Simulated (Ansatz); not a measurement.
**Zn under changes of volume**

One of the cells (15.169 Å³/atom); the others are scaled copies at fixed shape and fractional positions:

```
Zn
1.0
     0.00000    1.96478    1.96478
     1.96478    0.00000    1.96478
     1.96478    1.96478    0.00000
Zn
1
Direct
  0.00000 0.00000 0.00000
```

This isn't the form of Zn at room conditions, which is hcp.

| Property | Result |
| --- | --- |
| Program | Ansatz 0.2.0 |
| Functional | PBEsol |
| Potentials or basis | all-electron LAPW, scalar-relativistic |
| Cutoff | 259 eV (chosen from the basis error) |
| Basis error allowed | 0.0005 eV/atom |
| k mesh | 12 × 12 × 12 |
| Occupations | fermi-dirac, width 0.05 eV |
| Spin | no spin polarisation |

| volume (Å³/atom) | energy over the lowest point (meV/atom) | pressure (GPa) |
| --- | --- | --- |
| 14.259 | 0.00 | -0.9 |
| 14.563 | 3.39 | -2.5 |
| 14.866 | ? | ? |
| 15.169 | 18.39 | -5.2 |
| 15.473 | 29.32 | -6.2 |
| 15.776 | 42.15 | -7.2 |
| 16.080 | 56.63 | -8.0 |

What does the run at 14.866 Å³/atom give?

Energy over the lowest point 9.64 meV/atom; pressure -3.9 GPa.

Worked out: A Birch-Murnaghan fit of order 3 (a polynomial in V^(-2/3)) to the other rows has its minimum at 14.10 Å³/atom, just outside them, with B0 = V·E''(V) = 87 GPa and B' = 5.3. It gives 9.64 meV/atom at 14.866 Å³/atom, against the run's 9.64, and -dE/dV = -4.0 GPa, against -3.9.

Energies are extrapolated to zero smearing.
